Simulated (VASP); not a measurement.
# Cs2SnI6 (Fm-3m) in VASP: settings compared

Aim: see how the results for Cs2SnI6 move with the level of theory and the settings. Levels: PBEsol, PBE+D3(BJ). Tasks: relaxation of cell and atoms.

All numbers are computed with VASP 6.6.1; they aren't measurements. Logs are shortened: lines on timing, memory, paths and dates and some standing lists are left out, and cuts for length are marked.

## (1) The crystal as given

The structure is cubic, space group Fm-3m (No. 225). The conventional cell has a = 11.575 Å, b = 11.575 Å, c = 11.575 Å, α = 90.00°, β = 90.00°, γ = 90.00°. Cs (site symmetry -43m) is surrounded by 12 I at 4.09 Å. Sn (site symmetry m-3m) has 6 I at 2.87 Å as nearest neighbours. I (site symmetry 4mm) has 1 Sn at 2.87 Å as nearest neighbours.

## (2) Relaxation of cell and atoms, PBEsol

Input file INCAR:

```
SYSTEM = Cs2SnI6
ALGO     = Normal         ! electronic algorithm
EDIFF    = 1E-7           ! SCF threshold, eV
EDIFFG   = -0.005         ! ionic threshold
ENCUT    = 600            ! plane-wave cutoff, eV
GGA      = PS             ! functional
IBRION   = 2              ! ionic algorithm
ISIF     = 3              ! what is computed and relaxed
ISMEAR   = 0              ! smearing method
KPAR     = 2            
LASPH    = .True.         ! aspherical terms in the spheres
LCHARG   = .False.        ! write CHGCAR
LREAL    = .False.        ! projectors in reciprocal space
LWAVE    = .False.        ! write WAVECAR
NELM     = 80             ! most SCF steps
NSW      = 90             ! ionic steps
PREC     = Accurate       ! precision mode
SIGMA    = 0.03           ! smearing width, eV
```

Input file KPOINTS:

```
k-points
0
Gamma
  6 6 6
  0 0 0
```

Input file POSCAR:

```
Cs2SnI6                                 
1.0
    0.0000000000      5.7875973996      5.7875973996
    5.7875973996      0.0000000000      5.7875973996
    5.7875973996      5.7875973996     -0.0000000000
  Cs              Sn              I             
     2     1     6
Direct
     0.2500000000000000    0.2500000000000000    0.2500000000000000
     0.7500000000000000    0.7500000000000000    0.7500000000000000
     0.0000000000000000    0.0000000000000000    0.0000000000000000
     0.7520138496949527    0.2479861503050474    0.2479861503050474
     0.2479861503050474    0.7520138496949527    0.2479861503050474
     0.2479861503050474    0.7520138496949527    0.7520138496949527
     0.7520138496949527    0.2479861503050474    0.7520138496949527
     0.2479861503050474    0.2479861503050474    0.7520138496949527
     0.7520138496949527    0.7520138496949527    0.2479861503050474
```

Potentials or basis: VASP PAW PBE potentials, release 64 (Cs_sv, Sn_d, I).

Run with:

```bash
cat potpaw_PBE.64/Cs_sv/POTCAR potpaw_PBE.64/Sn_d/POTCAR potpaw_PBE.64/I/POTCAR > POTCAR
mpirun -np 2 vasp_std > vasp.out
```

OUTCAR:

```text
SYSTEM = Cs2SnI6
   EDIFF = 1E-7
   EDIFFG = -0.005
   ENCUT = 600
   GGA = PS
   IBRION = 2
   ISIF = 3
   ISMEAR = 0
   LASPH = .True.
   LREAL = .False.
   NELM = 80
   NSW = 90
   PREC = Accurate

 ion  position               nearest neighbor table
   1  0.250  0.250  0.250-
   2  0.750  0.750  0.750-
   3  0.000  0.000  0.000-   4 2.87   5 2.87   6 2.87   7 2.87   8 2.87   9 2.87
   4  0.752  0.248  0.248-   3 2.87
   5  0.248  0.752  0.248-   3 2.87
   6  0.248  0.752  0.752-   3 2.87
   7  0.752  0.248  0.752-   3 2.87
   8  0.248  0.248  0.752-   3 2.87
   9  0.752  0.752  0.248-   3 2.87

  LATTYP: Found a face centered cubic cell.
 ALAT       =    11.5751947992

  Lattice vectors:

 A1 = (   0.0000000000,   5.7875973996,   5.7875973996)
 A2 = (   5.7875973996,   0.0000000000,   5.7875973996)
 A3 = (   5.7875973996,   5.7875973996,   0.0000000000)

Analysis of symmetry for initial positions (statically):
=====================================================================
 Subroutine PRICEL returns:
 Original cell was already a primitive cell.

 Routine SETGRP: Setting up the symmetry group for a
 face centered cubic supercell.

 Subroutine GETGRP returns: Found 48 space group operations
 (whereof 48 operations were pure point group operations)
 out of a pool of 48 trial point group operations.

The static configuration has the point symmetry O_h .

Analysis of symmetry for dynamics (positions and initial velocities):
=====================================================================
 Subroutine PRICEL returns:
 Original cell was already a primitive cell.

 Routine SETGRP: Setting up the symmetry group for a
 face centered cubic supercell.

 Subroutine GETGRP returns: Found 48 space group operations
 (whereof 48 operations were pure point group operations)
 out of a pool of 48 trial point group operations.

The dynamic configuration has the point symmetry O_h .

 Subroutine INISYM returns: Found 48 space group operations
 (whereof 48 operations are pure point group operations),
 and found     1 'primitive' translations

----------------------------------------------------------------------------------------

                                     Primitive cell

  volume of cell :     387.7260

  direct lattice vectors                    reciprocal lattice vectors
     0.000000000  5.787597400  5.787597400    -0.086391635  0.086391635  0.086391635
     5.787597400  0.000000000  5.787597400     0.086391635 -0.086391635  0.086391635
     5.787597400  5.787597400  0.000000000     0.086391635  0.086391635 -0.086391635

  length of vectors
     8.184898736  8.184898736  8.184898736     0.149634701  0.149634701  0.149634701

  position of ions in fractional coordinates (direct lattice)
     0.250000000  0.250000000  0.250000000
     0.750000000  0.750000000  0.750000000
     0.000000000  0.000000000  0.000000000
     0.752013850  0.247986150  0.247986150
     0.247986150  0.752013850  0.247986150
     0.247986150  0.752013850  0.752013850
     0.752013850  0.247986150  0.752013850
     0.247986150  0.247986150  0.752013850
     0.752013850  0.752013850  0.247986150

  ion indices of the primitive-cell ions
   primitive index   ion index
                 1           1
                 2           2
                 3           3
                 4           4
                 5           5
                 6           6
                 7           7
                 8           8
                 9           9

----------------------------------------------------------------------------------------

 KPOINTS: k-points

Automatic generation of k-mesh.
 Grid dimensions read from file:
 generate k-points for:    6    6    6

 Generating k-lattice:

  Cartesian coordinates                     Fractional coordinates (reciprocal lattice)
    -0.014398606  0.014398606  0.014398606     0.166666667  0.000000000  0.000000000
     0.014398606 -0.014398606  0.014398606     0.000000000  0.166666667  0.000000000
     0.014398606  0.014398606 -0.014398606     0.000000000  0.000000000  0.166666667

  Length of vectors
     0.024939117  0.024939117  0.024939117

  Shift w.r.t. Gamma in fractional coordinates (k-lattice)
     0.000000000  0.000000000  0.000000000

 Subroutine IBZKPT returns following result:
 ===========================================

 Found     16 irreducible k-points:

 Following reciprocal coordinates:
            Coordinates               Weight
  0.000000  0.000000  0.000000      1.000000
  0.166667  0.000000  0.000000      8.000000
  0.333333  0.000000  0.000000      8.000000
  0.500000  0.000000  0.000000      4.000000
  0.166667  0.166667  0.000000      6.000000
  0.333333  0.166667  0.000000     24.000000
[... 8 lines left out ...]
 -0.333333  0.333333  0.166667     24.000000
 -0.333333  0.500000  0.166667     12.000000
   k-points           NKPTS =     16   k-points in BZ     NKDIM =     16   number of bands    NBANDS=     44
   number of dos      NEDOS =    301   number of ions     NIONS =      9
   total plane-waves  NPLWV = 343000
   dimension x,y,z NGX =    70 NGY =   70 NGZ =   70
   dimension x,y,z NGXF=   140 NGYF=  140 NGZF=  140
   ions per type =               2   1   6
   NGX,Y,Z   is equivalent  to a cutoff of  14.22, 14.22, 14.22 a.u.
   NGXF,Y,Z  is equivalent  to a cutoff of  28.44, 28.44, 28.44 a.u.
 SYSTEM =  Cs2SnI6
   PREC   = accura    normal or accurate (medium, high low for compatibility)
   ISTART =      0    job   : 0-new  1-cont  2-samecut
   ICHARG =      2    charge: 1-file 2-atom 10-const
   ISPIN  =      1    spin polarized calculation?
   LNONCOLLINEAR =      F non collinear calculations
   LSORBIT =      F    spin-orbit coupling
   LASPH  =      T    aspherical Exc in radial PAW
   ENCUT  =  600.0 eV  44.10 Ry    6.64 a.u.  16.35 16.35 16.35*2*pi/ulx,y,z
   NELM   =     80;   NELMIN=  2; NELMDL= -5     # of ELM steps
   EDIFF  = 0.1E-06   stopping-criterion for ELM
   LREAL  =      F    real-space projection
   EDIFFG = -.5E-02   stopping-criterion for IOM
   NSW    =     90    number of steps for IOM
   IBRION =      2    ionic relax: 0-MD 1-quasi-New 2-CG
   NFREE  =      1    steps in history (QN), initial steepest desc. (CG)
   ISIF   =      3    stress and relaxation
   ISYM   =      2    0-nonsym 1-usesym 2-fastsym
   POTIM  = 0.5000    time-step for ionic-motion
   TEBEG  =    0.0;   TEEND  =   0.0 temperature during run
   PSTRESS=    0.0 pullay stress
   NELECT =      74.0000    total number of electrons
   NUPDOWN=      -1.0000    fix difference up-down
   EMIN   =  10.00;   EMAX   =-10.00  energy-range for DOS
   EFERMI =   0.00;   METHOD = LEGACY
   ISMEAR =     0;   SIGMA  =   0.03  broadening in eV -4-tet -1-fermi 0-gaus
   EFERMI_NEDOS =   21; number of points for ismear=-14 and -15
   IALGO  =     38    algorithm
   IMIX   =      4    mixing-type and parameters
     AMIX     =   0.40;   BMIX     =  1.00
     AMIX_MAG =   1.60;   BMIX_MAG =  1.00
  volume/ion in A,a.u.               =      43.08       290.72
  Fermi-wavevector in a.u.,A,eV,Ry     =   0.942563  1.781186 12.087758  0.888425
  Thomas-Fermi vector in A             =   2.070185
   LORBIT       =      0    0 simple, 1 ext, 2 COOP (PROOUT), +10 PAW based schemes
   GGA     = PS    functional components
   LHFCALC =     F    Hartree Fock is set to
   AEXX    =    0.0000 exact exchange contribution
   IVDW    =     0    specifies the selected vdW correction
   LEPSILON=     F    determine dielectric tensor
   LRPA    =     F    only Hartree local field effects (RPA)
 conjugate gradient relaxation of ions
 non-spin polarized calculation
 Gauss-broadening in eV      SIGMA  =   0.03
  energy-cutoff  :      600.00
  volume of cell :      387.73
 maximum number of plane-waves:     12976
 NGX is ok and might be reduce to    70
   NGX = 33   NGY = 33   NGZ = 33

--------------------------------------- Ionic step        1  -------------------------------------------

 number of electron      73.9999998 magnetization

 Free energy of the ion-electron system (eV)
  ---------------------------------------------------
  ext. energy  EPLUGINS =         0.00000000
  ---------------------------------------------------
  free energy    TOTEN  =       -24.87927185 eV

  energy without entropy =      -24.87891687  energy(sigma->0) =      -24.87909436

------------------------ aborting loop because EDIFF is reached ----------------------------------------

  FORCE on cell =-STRESS in cart. coord.  units (eV):
  Direction    XX          YY          ZZ          XY          YZ          ZX
  --------------------------------------------------------------------------------------
  -------------------------------------------------------------------------------------
  Total       -0.0663843     -0.0663843     -0.0663843     -0.0000000      0.0000000      0.0000000
  in kB       -0.2743161     -0.2743161     -0.2743161     -0.0000000      0.0000000      0.0000000
  external PRESSURE =      -0.2743161 kB  Pullay stress =       0.0000000 kB
[... 157 lines left out ...]
  energy  without entropy=      -24.8790291375  energy(sigma->0) =      -24.87920638

--------------------------------------- Ionic step        5  -------------------------------------------

 number of electron      73.9999999 magnetization

 Free energy of the ion-electron system (eV)
  ---------------------------------------------------
  ext. energy  EPLUGINS =         0.00000000
  ---------------------------------------------------
  free energy    TOTEN  =       -24.87943599 eV

  energy without entropy =      -24.87908173  energy(sigma->0) =      -24.87925886

 E-fermi :   2.0040     XC(G=0):  -8.2234

 val. band max:        1.9819741052   @ k =   0.0000   0.0000   0.0000
 cond. band min:       2.2734836670   @ k =   0.1667   0.0000   0.0000
 fundamental gap:      0.2915095618
 Fermi energy:         2.0039527948

 k-point     1 :       0.0000    0.0000    0.0000
  band No.  band energies     occupation
      1     -19.3692      2.00000
      2     -19.3692      2.00000
      3     -19.3156      2.00000
      4     -19.3156      2.00000
      5     -19.3156      2.00000
      6     -18.4089      2.00000
[... 777 lines left out ...]
  FREE ENERGIE OF THE ION-ELECTRON SYSTEM (eV)
  ---------------------------------------------------
  free  energy   TOTEN  =       -24.8794359867 eV

  energy  without entropy=      -24.8790817348  energy(sigma->0) =      -24.87925886

 reached required accuracy - stopping structural energy minimisation
```

Run time: 10 min. Hardware: 2 MPI ranks of Intel Xeon Platinum 8488C (Sapphire Rapids), shared host; peak memory 0.95 GiB.

What came out:

```yaml
Free_energy: -24.8794 eV
Relaxed_volume: 42.91 Å³/atom
Relaxed_cell: a = 8.174 Å, b = 8.174 Å, c = 8.174 Å, α = 60.00°, β = 60.00°, γ = 60.00°
Space_group_after_relaxing_to_0.05_Å: Fm-3m (No. 225)
Energy_gained_by_relaxing: 0.0 meV/atom
Ionic_steps: 5
Pressure_after_relaxing: 0.0 GPa
Largest_force_after_relaxing: 0.003 eV/Å
Band_gap_on_the_k_mesh: none (metal or under the smearing width)
```

Forces on the atoms (eV/Å):
```
Cs   0.000  0.000  0.000
Cs   0.000  0.000  0.000
Sn   0.000  0.000  0.000
I    0.003  0.000  0.000
I    0.000  0.003  0.000
I   -0.003  0.000  0.000
I    0.000 -0.003  0.000
I    0.000  0.000  0.003
I    0.000  0.000 -0.003
```

Step by step:
```csv
step,energy change (eV),largest force (eV/Å),pressure (GPa),volume (Å³)
1,0.0000,0.0059,-0.03,387.73
2,-0.0001,0.0096,-0.01,387.31
3,-0.0001,0.0138,0.01,386.84
4,-0.0001,0.0112,0.01,386.68
5,-0.0002,0.0034,0.01,386.19
```

Final structure:
```
Cs Sn I
1.0
     0.00000    5.77993    5.77993
     5.77993    0.00000    5.77993
     5.77993    5.77993    0.00000
Cs Sn I
2 1 6
Direct
  0.25000 0.25000 0.25000
  0.75000 0.75000 0.75000
  0.00000 0.00000 0.00000
  0.75172 0.24828 0.24828
  0.24828 0.75172 0.24828
  0.24828 0.75172 0.75172
  0.75172 0.24828 0.75172
  0.24828 0.24828 0.75172
  0.75172 0.75172 0.24828
```

Caveat: the PAW data sets were made with another functional, which shifts forces and pressure a little. Spin-orbit coupling is left out, which matters for the levels of Cs, I.

[end of part 1 of 2]
